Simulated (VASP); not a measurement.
Method: PBE0 hybrid, VASP's PBE PAW potentials (set 64) (plane waves; VASP).

A VASP calculation is set up with these files.

**KPOINTS**
```
Automatic mesh
0
G
5 5 5
```

### INCAR
```
AEXX=0.25
ALGO=Normal
EDIFF=1E-6
ENCUT=240
GGA=PE
HFRCUT=-1
ISIF=2
ISMEAR=0
ISYM=3
LASPH=.TRUE.
LCHARG=.FALSE.
LHFCALC=.TRUE.
LMAXMIX=4
LREAL=.FALSE.
LWAVE=.FALSE.
NELM=100
PREC=Accurate
PRECFOCK=Fast
SIGMA=0.01
SYSTEM=BaF2
```

POSCAR:
```
BaF2
1
    0.0000000000     3.0646160000     3.0646160000
    3.0646160000     0.0000000000     3.0646160000
    3.0646160000     3.0646160000     0.0000000000
Ba F
1 2
Direct
  0.0000000000   0.0000000000   0.0000000000
  0.2500000000   0.2500000000   0.2500000000
  0.7500000000   0.7500000000   0.7500000000
```

POTCAR, in this order: Ba_sv F (PBE.64 set). Program: vasp_std.

Output of the run:

### OSZICAR
```
       N       E                     dE             d eps       ncg     rms          rms(c)
DAV:   1    -0.128103306849E+04   -0.12810E+04   -0.90150E+03   328   0.761E+02
DAV:   2    -0.140047965107E+04   -0.11945E+03   -0.11897E+03   432   0.224E+02
DAV:   3    -0.140388333091E+04   -0.34037E+01   -0.34019E+01   384   0.451E+01
DAV:   4    -0.140392106569E+04   -0.37735E-01   -0.37731E-01   456   0.399E+00
DAV:   5    -0.233312306829E+02    0.13806E+04   -0.35281E+00   336   0.169E+01    0.994E+00
DAV:   6    -0.224187665425E+02    0.91246E+00   -0.59289E-01   376   0.677E+00    0.631E+00
DAV:   7    -0.221107976206E+02    0.30797E+00   -0.19311E-01   408   0.373E+00    0.393E+00
DAV:   8    -0.220170881720E+02    0.93709E-01   -0.44591E-02   424   0.197E+00    0.235E+00
DAV:   9    -0.219880910288E+02    0.28997E-01   -0.12695E-02   416   0.115E+00    0.137E+00
DAV:  10    -0.219799936395E+02    0.80974E-02   -0.45592E-03   408   0.685E-01    0.804E-01
DAV:  11    -0.219781733161E+02    0.18203E-02   -0.14986E-03   400   0.398E-01    0.479E-01
DAV:  12    -0.219782282987E+02   -0.54983E-04   -0.60617E-04   328   0.236E-01    0.290E-01
DAV:  13    -0.219787343771E+02   -0.50608E-03   -0.28051E-04   320   0.147E-01    0.176E-01
DAV:  14    -0.219791883761E+02   -0.45400E-03   -0.13734E-04   320   0.950E-02    0.107E-01
DAV:  15    -0.219794765720E+02   -0.28820E-03   -0.69383E-05   328   0.643E-02    0.656E-02
DAV:  16    -0.219796335210E+02   -0.15695E-03   -0.34631E-05   320   0.443E-02    0.406E-02
DAV:  17    -0.219797138704E+02   -0.80349E-04   -0.17251E-05   336   0.312E-02    0.254E-02
DAV:  18    -0.219797542808E+02   -0.40410E-04   -0.85797E-06   328   0.222E-02    0.161E-02
DAV:  19    -0.219797745712E+02   -0.20290E-04   -0.42527E-06   312   0.157E-02    0.103E-02
DAV:  20    -0.219797847778E+02   -0.10207E-04   -0.21194E-06   312   0.113E-02    0.667E-03
DAV:  21    -0.219797899148E+02   -0.51370E-05   -0.10554E-06   272   0.805E-03    0.436E-03
DAV:  22    -0.219797924977E+02   -0.25829E-05   -0.54114E-07   264   0.590E-03    0.288E-03
DAV:  23    -0.219797937948E+02   -0.12970E-05   -0.26668E-07   264   0.410E-03    0.192E-03
DAV:  24    -0.219797944434E+02   -0.64864E-06   -0.13139E-07   256   0.283E-03
   1 F= -.21979794E+02 E0= -.21979794E+02  d E =-.237599E-40
```

File OUTCAR:
```
------------------------ aborting loop because EDIFF is reached ----------------------------------------
  FORCE on cell =-STRESS in cart. coord.  units (eV):
  Direction    XX          YY          ZZ          XY          YZ          ZX
  --------------------------------------------------------------------------------------
  Total      -38.2584843    -38.2584843    -38.2584843      0.0000000      0.0000000      0.0000000
  in kB    -1064.8296926  -1064.8296926  -1064.8296926      0.0000000      0.0000000      0.0000000
  external PRESSURE =   -1064.8296926 kB  Pullay stress =       0.0000000 kB
  volume of cell :       57.56
      direct lattice vectors                 reciprocal lattice vectors
     0.000000000  3.064616000  3.064616000    -0.163152578  0.163152578  0.163152578
     3.064616000  0.000000000  3.064616000     0.163152578 -0.163152578  0.163152578
     3.064616000  3.064616000  0.000000000     0.163152578  0.163152578 -0.163152578
 POSITION                                       TOTAL-FORCE (eV/Angst)
 -----------------------------------------------------------------------------------
      0.00000      0.00000      0.00000         0.000000      0.000000      0.000000
      1.53231      1.53231      1.53231        -0.000000     -0.000000     -0.000000
      4.59692      4.59692      4.59692         0.000000      0.000000      0.000000
 -----------------------------------------------------------------------------------
    total drift:                               -0.000000      0.000000     -0.000000
  FREE ENERGIE OF THE ION-ELECTRON SYSTEM (eV)
  ---------------------------------------------------
  free  energy   TOTEN  =       -21.9797944434 eV

  energy  without entropy=      -21.9797944434  energy(sigma->0) =      -21.97979444

  exchange ACFDT corr.  =         0.00000000  see jH, gK, PRB 81, 115126
```
(Selected blocks of OUTCAR.)

### OUTCAR
```
 val. band max:       -4.2674715747   @ k =  -0.4000   0.2000   0.0000

 cond. band min:       5.6430686257   @ k =   0.0000   0.0000   0.0000


 Fermi energy:        -4.1743518781

 k-point     1 :       0.0000    0.0000    0.0000
  band No.  band energies     occupation
      1     -28.0517      2.00000
      2     -25.5797      2.00000
      3     -25.0572      2.00000
      4     -11.5212      2.00000
      5     -11.5212      2.00000
      6     -11.5211      2.00000
      7      -6.2843      2.00000
      8      -6.2842      2.00000
      9      -6.2828      2.00000
     10      -4.5531      2.00000
     11      -4.5530      2.00000
     12      -4.5514      2.00000
     13       5.6431      0.00000
     14       8.3429      0.00000
     15       8.3429      0.00000
     16      10.7608      0.00000

 k-point     2 :       0.2000    0.0000    0.0000
  band No.  band energies     occupation
      1     -27.9111      2.00000
      2     -25.4226      2.00000
      3     -25.1674      2.00000
      4     -11.6174      2.00000
      5     -11.6050      2.00000
      6     -11.6049      2.00000
      7      -5.7867      2.00000
      8      -5.7855      2.00000
      9      -5.4791      2.00000
     10      -4.5956      2.00000
     11      -4.5424      2.00000
     12      -4.5409      2.00000
     13       6.4968      0.00000
     14       8.3193      0.00000
     15       8.3194      0.00000
     16      10.3976      0.00000

 k-point     3 :       0.4000    0.0000    0.0000
  band No.  band energies     occupation
      1     -27.6488      2.00000
      2     -25.5811      2.00000
      3     -25.3280      2.00000
      4     -11.7457      2.00000
      5     -11.7309      2.00000
      6     -11.7308      2.00000
      7      -5.5784      2.00000
      8      -5.5772      2.00000
      9      -4.8898      2.00000
     10      -4.6843      2.00000
     11      -4.4670      2.00000
     12      -4.4655      2.00000
     13       7.8531      0.00000
...
```

At this cut-off the stress carries a Pulay error, which pulls relaxed volumes low. Unless said otherwise, spin-orbit coupling is left out, though it shifts the bands of the heavy elements here.

The structure comes from a computed database's BaF2 entry; how it stands against other phases isn't given here. The cell was not relaxed at this level. The run is one of a series of settings (ENCUT = 240 against the base run), some of them coarse on purpose.
